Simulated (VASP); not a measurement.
# AgCl (Chlorargyrite) (Fm-3m) in VASP: notebook

AgCl (Chlorargyrite) is run at these levels: PBE; tasks: single point.

Everything below comes from runs of VASP 6.6.1. Logs are shortened: lines on timing, memory, paths and dates and some standing lists are left out, and cuts for length are marked.

**Measured values to compare with.**

A printed reference work, data compilation reports, for a bulk crystal of AgCl: band gap 3.249 eV (indirect).

The runs below are set against these values where they give the same quantity.

## (1) The cell of the first run

Symmetry: Fm-3m, No. 225, cubic system. The conventional cell has a = 5.506 Å, b = 5.506 Å, c = 5.506 Å, α = 90.00°, β = 90.00°, γ = 90.00°. Within 3.6 Å of Ag (site symmetry m-3m) lie 6 Cl at 2.75 Å. Within 3.6 Å of Cl (site symmetry m-3m) lie 6 Ag at 2.75 Å.

## (2) Single point, PBE

File INCAR:

```
ALGO = Normal
EDIFF = 1E-6
ENCUT = 500
GGA = PE
GGA_COMPAT = F
ISIF = 2
ISMEAR = 1
LASPH = T
LCHARG = T
LELF = T
LREAL = F
LVHAR = T
LWAVE = F
NBANDS = 16
NELM = 120
PREC = Accurate
SIGMA = 0.01
```

File KPOINTS:

```
k-points
0
Gamma
  6 6 6
```

File POSCAR:

```
AgCl
1.0
    0.0000000000      2.7531131106      2.7531131106
    2.7531131106      0.0000000000      2.7531131106
    2.7531131106      2.7531131106      0.0000000000
Ag Cl
1 1
Direct
    0.0000000000      0.0000000000      0.0000000000
    0.5000000000      0.5000000000      0.5000000000
```

Potentials or basis: VASP PAW PBE potentials, release 64 (Ag, Cl).

Started as:

```sh
cat potpaw_PBE.64/Ag/POTCAR potpaw_PBE.64/Cl/POTCAR > POTCAR
mpirun -np 1 vasp_std > vasp.out
```

OUTCAR:

```text
EDIFF = 1E-6
   ENCUT = 500
   GGA = PE
   ISIF = 2
   ISMEAR = 1
   LASPH = T
   LREAL = F
   NELM = 120
   PREC = Accurate

 ion  position               nearest neighbor table
   1  0.000  0.000  0.000-   2 2.75   2 2.75   2 2.75   2 2.75   2 2.75   2 2.75
   2  0.500  0.500  0.500-   1 2.75   1 2.75   1 2.75   1 2.75   1 2.75   1 2.75

  LATTYP: Found a face centered cubic cell.
 ALAT       =     5.5062262212

  Lattice vectors:

 A1 = (   0.0000000000,   2.7531131106,   2.7531131106)
 A2 = (   2.7531131106,   0.0000000000,   2.7531131106)
 A3 = (   2.7531131106,   2.7531131106,   0.0000000000)

Analysis of symmetry for initial positions (statically):
=====================================================================
 Subroutine PRICEL returns:
 Original cell was already a primitive cell.

 Routine SETGRP: Setting up the symmetry group for a
 face centered cubic supercell.

 Subroutine GETGRP returns: Found 48 space group operations
 (whereof 48 operations were pure point group operations)
 out of a pool of 48 trial point group operations.

The static configuration has the point symmetry O_h .

Analysis of symmetry for dynamics (positions and initial velocities):
=====================================================================
 Subroutine PRICEL returns:
 Original cell was already a primitive cell.

 Routine SETGRP: Setting up the symmetry group for a
 face centered cubic supercell.

 Subroutine GETGRP returns: Found 48 space group operations
 (whereof 48 operations were pure point group operations)
 out of a pool of 48 trial point group operations.

The dynamic configuration has the point symmetry O_h .

 Subroutine INISYM returns: Found 48 space group operations
 (whereof 48 operations are pure point group operations),
 and found     1 'primitive' translations

----------------------------------------------------------------------------------------

                                     Primitive cell

  volume of cell :      41.7352

  direct lattice vectors                    reciprocal lattice vectors
     0.000000000  2.753113111  2.753113111    -0.181612589  0.181612589  0.181612589
     2.753113111  0.000000000  2.753113111     0.181612589 -0.181612589  0.181612589
     2.753113111  2.753113111  0.000000000     0.181612589  0.181612589 -0.181612589

  length of vectors
[... 71 lines left out ...]
   ENCUT  =  500.0 eV  36.75 Ry    6.06 a.u.   7.10  7.10  7.10*2*pi/ulx,y,z
   NELM   =    120;   NELMIN=  2; NELMDL= -5     # of ELM steps
   EDIFF  = 0.1E-05   stopping-criterion for ELM
   LREAL  =      F    real-space projection
   EDIFFG = 0.1E-04   stopping-criterion for IOM
   NSW    =      0    number of steps for IOM
   IBRION =     -1    ionic relax: 0-MD 1-quasi-New 2-CG
   NFREE  =      0    steps in history (QN), initial steepest desc. (CG)
   ISIF   =      2    stress and relaxation
   ISYM   =      2    0-nonsym 1-usesym 2-fastsym
   POTIM  = 0.5000    time-step for ionic-motion
   TEBEG  =    0.0;   TEEND  =   0.0 temperature during run
   PSTRESS=    0.0 pullay stress
   NELECT =      18.0000    total number of electrons
   NUPDOWN=      -1.0000    fix difference up-down
   EMIN   =  10.00;   EMAX   =-10.00  energy-range for DOS
   EFERMI =   0.00;   METHOD = LEGACY
   ISMEAR =     1;   SIGMA  =   0.01  broadening in eV -4-tet -1-fermi 0-gaus
   EFERMI_NEDOS =   21; number of points for ismear=-14 and -15
   IALGO  =     38    algorithm
   IMIX   =      4    mixing-type and parameters
     AMIX     =   0.40;   BMIX     =  1.00
     AMIX_MAG =   1.60;   BMIX_MAG =  1.00
  volume/ion in A,a.u.               =      20.87       140.82
  Fermi-wavevector in a.u.,A,eV,Ry     =   1.236892  2.337386 20.815562  1.529901
  Thomas-Fermi vector in A             =   2.371481
   LORBIT       =      0    0 simple, 1 ext, 2 COOP (PROOUT), +10 PAW based schemes
   GGA     = PE    functional components
   LHFCALC =     F    Hartree Fock is set to
   AEXX    =    0.0000 exact exchange contribution
   IVDW    =     0    specifies the selected vdW correction
   LEPSILON=     F    determine dielectric tensor
   LRPA    =     F    only Hartree local field effects (RPA)
 non-spin polarized calculation
 Methfessel and Paxton  Order N= 1 SIGMA  =   0.01
  energy-cutoff  :      500.00
  volume of cell :       41.74
 maximum number of plane-waves:      1068
   NGX = 15   NGY = 15   NGZ = 15

 number of electron      17.9999994 magnetization

 Free energy of the ion-electron system (eV)
  ---------------------------------------------------
  ext. energy  EPLUGINS =         0.00000000
  ---------------------------------------------------
  free energy    TOTEN  =        -5.38175568 eV

  energy without entropy =       -5.38177715  energy(sigma->0) =       -5.38176284

 E-fermi :   4.1059     XC(G=0): -10.0797

 val. band max:        4.0975040803   @ k =   0.5000   0.0000   0.0000
 cond. band min:       5.0015329688   @ k =   0.0000   0.0000   0.0000
 fundamental gap:      0.9040288886
 Fermi energy:         4.1059227888

 k-point     1 :       0.0000    0.0000    0.0000
  band No.  band energies     occupation
      1     -11.1992      2.00000
      2       1.5682      2.00000
      3       1.5682      2.00000
      4       1.5682      2.00000
      5       1.6105      2.00000
      6       1.6105      2.00000
[... 281 lines left out ...]
      3      -0.0506      2.00000
      4       0.2487      2.00000
      5       1.8453      2.00000
      6       2.0799      2.00000
[... 8 lines left out ...]
     15      18.4505      0.00000
     16      19.2427      0.00000

------------------------ aborting loop because EDIFF is reached ----------------------------------------

  FORCE on cell =-STRESS in cart. coord.  units (eV):
  Direction    XX          YY          ZZ          XY          YZ          ZX
  --------------------------------------------------------------------------------------
  -------------------------------------------------------------------------------------
  Total        0.6838016      0.6838016      0.6838016      0.0000000      0.0000000     -0.0000000
  in kB       26.2505575     26.2505575     26.2505575      0.0000000      0.0000000     -0.0000000
  external PRESSURE =      26.2505575 kB  Pullay stress =       0.0000000 kB

 VOLUME and BASIS-vectors are now :
 -----------------------------------------------------------------------------
  energy-cutoff  :      500.00
  volume of cell :       41.74
      direct lattice vectors                 reciprocal lattice vectors
     0.000000000  2.753113111  2.753113111    -0.181612589  0.181612589  0.181612589
     2.753113111  0.000000000  2.753113111     0.181612589 -0.181612589  0.181612589
     2.753113111  2.753113111  0.000000000     0.181612589  0.181612589 -0.181612589

 POSITION                                       TOTAL-FORCE (eV/Angst)
 -----------------------------------------------------------------------------------
      0.00000      0.00000      0.00000         0.000000     -0.000000     -0.000000
      2.75311      2.75311      2.75311        -0.000000      0.000000      0.000000
 -----------------------------------------------------------------------------------
    total drift:                                0.000000      0.000000      0.000000

  FREE ENERGIE OF THE ION-ELECTRON SYSTEM (eV)
  ---------------------------------------------------
  free  energy   TOTEN  =        -5.3817556805 eV

  energy  without entropy=       -5.3817771542  energy(sigma->0) =       -5.38176284
```

OSZICAR:

```text
N       E                     dE             d eps       ncg     rms          rms(c)
DAV:   1     0.974472865065E+02    0.97447E+02   -0.83678E+03   520   0.982E+02
DAV:   2    -0.207576670760E+01   -0.99523E+02   -0.92799E+02   632   0.221E+02
DAV:   3    -0.553652397881E+01   -0.34608E+01   -0.34539E+01   648   0.430E+01
DAV:   4    -0.556104664263E+01   -0.24523E-01   -0.24521E-01   616   0.390E+00
DAV:   5    -0.556137364945E+01   -0.32701E-03   -0.32700E-03   648   0.439E-01    0.654E+00
DAV:   6    -0.538639208827E+01    0.17498E+00   -0.24130E-01   616   0.641E+00    0.424E+00
DAV:   7    -0.538230740786E+01    0.40847E-02   -0.94668E-02   600   0.203E+00    0.202E+00
DAV:   8    -0.538161775474E+01    0.68965E-03   -0.44120E-03   600   0.685E-01    0.311E-01
DAV:   9    -0.538169152846E+01   -0.73774E-04   -0.49882E-04   672   0.267E-01    0.351E-02
DAV:  10    -0.538175196883E+01   -0.60440E-04   -0.80614E-05   616   0.805E-02    0.275E-02
DAV:  11    -0.538175554239E+01   -0.35736E-05   -0.45106E-06   608   0.152E-02    0.414E-03
DAV:  12    -0.538175568050E+01   -0.13811E-06   -0.62013E-07   392   0.568E-03
   1 F= -.53817557E+01 E0= -.53817628E+01  d E =0.214737E-04
```

Run time: 8 s. Hardware: 1 thread of Intel Xeon Platinum 8559C (Emerald Rapids), shared host; peak memory 0.16 GiB.

Results:

| Quantity | Value |
| --- | --- |
| Free energy | -5.3818 eV |
| Pressure | 2.6 GPa |
| Band gap on the k mesh | 0.90 eV, indirect (least direct gap 3.32 eV) |

## (3) Single point, PBE

This run uses another cell than the first one, of 21.28 Å³/atom, 1.020 times its volume.

File INCAR:

```
PREC = Accurate
ENCUT = 500
EDIFF = 1E-6
ISMEAR = 1
SIGMA = 0.01
LREAL = F
LASPH = T
NELM = 120
ALGO = Normal
ISIF = 2
LWAVE = F
LCHARG = T
GGA = PE
LELF = T
LVHAR = T
NBANDS = 16
GGA_COMPAT = F
```

File KPOINTS:

```
regular mesh
0
Gamma
  6 6 6
```

File POSCAR:

```
AgCl
1.0
    0.0000000000      2.7709909694      2.7709909694
    2.7709909694      0.0000000000      2.7709909694
    2.7709909694      2.7709909694      0.0000000000
Ag Cl
1 1
Direct
    0.0000000000      0.0000000000      0.0000000000
    0.5000000000      0.5000000000      0.5000000000
```

Potentials or basis: VASP PAW PBE potentials, release 64 (Ag, Cl).

Started as:

```sh
cat potpaw_PBE.64/Ag/POTCAR potpaw_PBE.64/Cl/POTCAR > POTCAR
mpirun -np 1 vasp_std > vasp.out
```

OUTCAR:

```text
PREC = Accurate
   ENCUT = 500
   EDIFF = 1E-6
   ISMEAR = 1
   LREAL = F
   LASPH = T
   NELM = 120
   ISIF = 2
   GGA = PE

 ion  position               nearest neighbor table
   1  0.000  0.000  0.000-   2 2.77   2 2.77   2 2.77   2 2.77   2 2.77   2 2.77
   2  0.500  0.500  0.500-   1 2.77   1 2.77   1 2.77   1 2.77   1 2.77   1 2.77

  LATTYP: Found a face centered cubic cell.
 ALAT       =     5.5419819388

  Lattice vectors:
[... 479 lines left out ...]
     15      18.1625      0.00000
     16      18.9899      0.00000

------------------------ aborting loop because EDIFF is reached ----------------------------------------

  FORCE on cell =-STRESS in cart. coord.  units (eV):
  Direction    XX          YY          ZZ          XY          YZ          ZX
  --------------------------------------------------------------------------------------
  -------------------------------------------------------------------------------------
  Total        0.4245039      0.4245039      0.4245039      0.0000000      0.0000000     -0.0000000
  in kB       15.9829482     15.9829482     15.9829482      0.0000000      0.0000000     -0.0000000
  external PRESSURE =      15.9829482 kB  Pullay stress =       0.0000000 kB

 VOLUME and BASIS-vectors are now :
 -----------------------------------------------------------------------------
  energy-cutoff  :      500.00
  volume of cell :       42.55
      direct lattice vectors                 reciprocal lattice vectors
     0.000000000  2.770990969  2.770990969    -0.180440862  0.180440862  0.180440862
     2.770990969  0.000000000  2.770990969     0.180440862 -0.180440862  0.180440862
     2.770990969  2.770990969  0.000000000     0.180440862  0.180440862 -0.180440862

 POSITION                                       TOTAL-FORCE (eV/Angst)
 -----------------------------------------------------------------------------------
      0.00000      0.00000      0.00000         0.000000     -0.000000     -0.000000
      2.77099      2.77099      2.77099        -0.000000      0.000000      0.000000
 -----------------------------------------------------------------------------------
    total drift:                               -0.000000      0.000000      0.000000

  FREE ENERGIE OF THE ION-ELECTRON SYSTEM (eV)
  ---------------------------------------------------
  free  energy   TOTEN  =        -5.3929195800 eV

  energy  without entropy=       -5.3929195800  energy(sigma->0) =       -5.39291958
```

It took 8.7 s on 1 thread of Intel Xeon Platinum 8559C (Emerald Rapids), shared host; peak memory 0.16 GiB.

Results:

* Free energy: -5.3929 eV
* Pressure: 1.6 GPa
* Band gap on the k mesh: 0.91 eV, indirect (least direct gap 3.24 eV)

Levels at points of the mesh, in eV from the valence-band top:
```
           k point  band 6  band 7  band 8  band 9  band 10  band 11  band 12  band 13
(0.00, 0.00, 0.00)   -2.41   -2.33   -2.33   -2.33     0.91    10.85    10.85    10.85
(0.50, 0.00, 0.00)   -2.08   -1.77    0.00    0.00     4.24     6.55     7.67     7.67
(0.50, 0.50, 0.00)   -2.22   -1.96   -1.96   -1.87     2.38     8.02     8.64    11.52
```

## (4) Single point, PBE

This run uses another cell than the first one, of 21.69 Å³/atom, 1.039 times its volume.

File INCAR:

```
PREC = Accurate
ENCUT = 500
EDIFF = 1E-6
ISMEAR = 1
SIGMA = 0.01
LREAL = False
LASPH = True
NELM = 120
ALGO = Normal
ISIF = 2
LWAVE = False
LCHARG = False
GGA = PE
NBANDS = 16
GGA_COMPAT = False
```

KPOINTS is that of step 3.

File POSCAR:

```
AgCl
1.0
    0.0000000000      2.7886410693      2.7886410693
    2.7886410693      0.0000000000      2.7886410693
    2.7886410693      2.7886410693      0.0000000000
Ag Cl
1 1
Direct
    0.0000000000      0.0000000000      0.0000000000
    0.5000000000      0.5000000000      0.5000000000
```

Started as:

```sh
cat potpaw_PBE.64/Ag/POTCAR potpaw_PBE.64/Cl/POTCAR > POTCAR
mpirun -np 1 vasp_std > vasp.out
```

Run time: 7 s. Hardware: 1 thread of Intel Xeon Platinum 8559C (Emerald Rapids), shared host; peak memory 0.17 GiB.

The run converged. Its results:

* Free energy: -5.3991 eV
* Pressure: 0.7 GPa
* Band gap on the k mesh: 0.91 eV, indirect (least direct gap 3.17 eV)

Levels at points of the mesh, in eV from the valence-band top:
```tsv
k point	band 6	band 7	band 8	band 9	band 10	band 11	band 12	band 13
(0.00, 0.00, 0.00)	-2.33	-2.25	-2.25	-2.25	0.91	10.86	10.86	10.86
(0.50, 0.00, 0.00)	-2.02	-1.72	0.00	0.00	4.29	6.44	7.70	7.70
(0.50, 0.50, 0.00)	-2.15	-1.91	-1.91	-1.83	2.41	8.05	8.58	11.43
```

## (5) Overview

| cell | gap on the mesh (eV) | pressure (GPa) |
| --- | --- | --- |
| a = 3.893 Å, angles 60.0°, 2 atoms | 0.90 | 2.6 |
| a = 3.919 Å, angles 60.0°, 2 atoms | 0.91 | 1.6 |
| a = 3.944 Å, angles 60.0°, 2 atoms | 0.91 | 0.7 |

Alike in all rows: task single point; level PBE; potentials or basis VASP PAW PBE potentials, release 64 (Ag, Cl); no spin polarisation; k mesh 6 × 6 × 6; cutoff (eV) 500; smearing methfessel-paxton 0.01 eV.

Total energies depend on the potentials used, so only differences within one code and one set of settings carry meaning.

## (6) How close it comes

Step 2. Measured gap of AgCl: 3.249 eV (indirect; a printed reference work, data compilation). This calculation gives 0.90 eV (-2.35 eV). So large a miss can be the level of theory's own, or it may mean another phase, state or a wrong row. Spin-orbit coupling on Ag is left out. The value is that of PBE on a finite k mesh, which can miss the band edges, without temperature or zero-point motion. Semilocal functionals fall short of measured gaps as a rule.

Step 3. Measured gap of AgCl: 3.249 eV (indirect; a printed reference work, data compilation). This calculation gives 0.91 eV (-2.34 eV). So large a miss can be the level of theory's own, or it may mean another phase, state or a wrong row. Spin-orbit coupling on Ag is left out. The value is that of PBE on a finite k mesh, which can miss the band edges, without temperature or zero-point motion. Semilocal functionals fall short of measured gaps as a rule.

Step 4. Against the measured gap of AgCl, 3.249 eV (indirect; a printed reference work, data compilation), the calculated 0.91 eV is off by -2.34 eV. So large a miss can be the level of theory's own, or it may mean another phase, state or a wrong row. Spin-orbit coupling on Ag is left out. The value is that of PBE on a finite k mesh, which can miss the band edges, without temperature or zero-point motion. Semilocal functionals fall short of measured gaps as a rule.
